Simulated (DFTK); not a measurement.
**Rh: equation of state with LDA**

**The experiment to reproduce.**

From “Thermal equation of state of rhodium characterized by XRD in a resistively heated diamond anvil cell”, 2024, pmc:11535440, for a bulk crystal of Rh: bulk modulus 264 ± 1 GPa.

Crystal: Rh.

```
Rh
1.0
     0.00000    1.89785    1.89785
     1.89785    0.00000    1.89785
     1.89785    1.89785    0.00000
Rh
1
Direct
  0.00000 0.00000 0.00000
```

* Program: DFTK 0.8.2
* Task: equation of state
* Functional: LDA
* Potentials or basis: cp2k.nc.sr.lda.v0_1.largecore.gth (LDA, GTH, large core)
* Cutoff: 1660 eV
* k mesh: 9 × 9 × 9
* Occupations: fermi-dirac, width 0.05 eV
* Spin: no spin polarisation

| Item | Value |
| --- | --- |
| Equilibrium volume | 13.58 Å³/atom |
| Bulk modulus | 301 GPa |
| Pressure derivative of the bulk modulus | 5.1 |

Energy against volume, from the lowest point:
```tsv
volume (Å³/atom)	energy (meV/atom)
12.851	41.09
13.125	15.17
13.398	1.98
13.671	0.00
13.945	8.08
14.218	24.92
14.492	49.59
```

It took 3.6 min on 1 thread of Intel(R) Xeon(R) 6975P-C (Granite Rapids) (shared host), peak memory 1.7 GiB.

Measured bulk modulus of Rh: 264 GPa (quoted in “Thermal equation of state of rhodium characterized by XRD in a resistively heated diamond anvil cell”, 2024, pmc:11535440). This calculation gives 301 GPa (+14.2 %). The fit is for a static lattice scaled at fixed shape and fixed fractional positions.

Caveat: GTH potentials come without recommended cutoffs, and this one wasn't checked for convergence; this set keeps more shells in the core, which shifts pressures and gaps. LDA usually gives volumes a few per cent too small.
